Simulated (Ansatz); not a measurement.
All numbers below come from DFT PBE, scalar-relativistic, plane waves, PAW in Ansatz. All cells share a 420 eV cutoff and Γ-centred k meshes spaced at most about 0.3 Å⁻¹ (about 0.25 or finer for metals, 2π included). No spin polarisation in the final relaxations.

Temperature and zero-point effects are left out. All come from trial cells, and lower structures may exist.

Question: Order these relaxed structures of Si3C by energy, lowest first, with the energy over the lowest of them.
1. Space group P-6m2 (No. 187), hexagonal, a = 2.905 Å, c = 6.547 Å. Around Si on a site of symmetry 3m lie 3 C at 2.07 Å, 1 Si at 2.44 Å and 3 Si at 2.65 Å; Si on a site of symmetry -6m2 is surrounded by 6 Si at 2.65 Å, 6 Si at 2.90 Å and 2 C at 3.27 Å; C has 6 Si at 2.07 Å, 6 C at 2.90 Å and 2 Si at 3.27 Å.
2. Space group P4/mmm (No. 123), tetragonal, a = 2.746 Å, c = 6.166 Å. Si on a site of symmetry 4/mmm is surrounded by 12 Si at 2.72–2.75 Å and 2 C at 3.08 Å; around Si on a site of symmetry 4mm lie 4 C at 2.27 Å, 1 Si at 2.37 Å and 8 Si at 2.72–2.75 Å; C has 8 Si at 2.27 Å, 4 C at 2.75 Å and 2 Si at 3.08 Å.
3. Space group P6/mmm (No. 191), hexagonal, a = 2.581 Å, c = 8.901 Å. Around Si on a site of symmetry 6mm lie 1 C at 1.88 Å and 7 Si at 2.57–2.58 Å; Si on a site of symmetry 6/mmm is surrounded by 8 Si at 2.57–2.58 Å; around C lie 2 Si at 1.88 Å.

Answer: 1 (0 meV/atom), 3 (285 meV/atom), 2 (403 meV/atom). Forms: 1 P-6m2; 3 P6/mmm; 2 P4/mmm. Counting Si atoms around C (those within 1.25 times the shortest such distance or 1.15 times the sum of covalent radii; the shortest distance is added where it exceeds 1.18 times the sum of covalent radii): cell 1 has C 6; cell 3 has C 2; cell 2 has C 8 from 2.3 Å. Cell 1 holds Si–Si pairs (shortest 2.44 Å); cell 2 holds Si–Si pairs (shortest 2.37 Å) (bonds between like non-metal atoms; other contacts aren't counted). Even the lowest lies +0.71 eV/atom against the elements.

With atoms moved at random, P6/mmm came back. Other cells relaxed within their symmetry can be saddle points. Some candidate types were left out of the draw beforehand, so a known form may be missing.
